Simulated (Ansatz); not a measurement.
TiPbO₃: strain energy, fitted

TiPbO₃, P4mm, a = 3.859 Å, c = 4.268 Å. The structure is a Materials Project entry; whether it is the stable form wasn't checked. Ansatz: PBEsol, PAW, 420 eV, Γ-centred 8×8×6 mesh on 5 atoms, Gaussian smearing 0.02 eV; no spin polarisation. Series: equal strain along all axes, cell held, atoms relaxed; x is the strain in per cent. y is the free energy over the unstrained cell, V0 = 12.711 Å³/atom.

```
x (%) y (meV/atom)
 -3.0             ?
 -2.0         17.85
 -1.0          4.20
  0.0          0.00
  1.0          3.80
  2.0         14.51
  3.0         31.13
```

Q: Fit y = c2 x² + c3 x³ to the other rows, turn c2 into a modulus, and predict the missing energy.

A: Least squares on the rows shown. y = 4.0536 x² − 0.19980 x³. In eV per unit strain² c2 is 40.54; the stiffness is B for this strain (E = 9/2 B V0 ε², shape held): 2 × 40.54 × 160.2 / (9 × 12.711) = 114 GPa. At x = -3.0 the fit asked for gives 41.88 meV/atom. The run gave 42.48 meV/atom, so the fit is 0.60 meV/atom too low, 1.4 % of the span of the series, against an rms of 0.06 meV/atom on the fitted rows. The row lies outside the fitted range. With a term in x⁴ added, a fit to the same known rows predicts 42.42 meV/atom, so most of the miss is curvature that the known rows already hold.

Spin–orbit coupling is left out, which can shift energies with elements as heavy as these.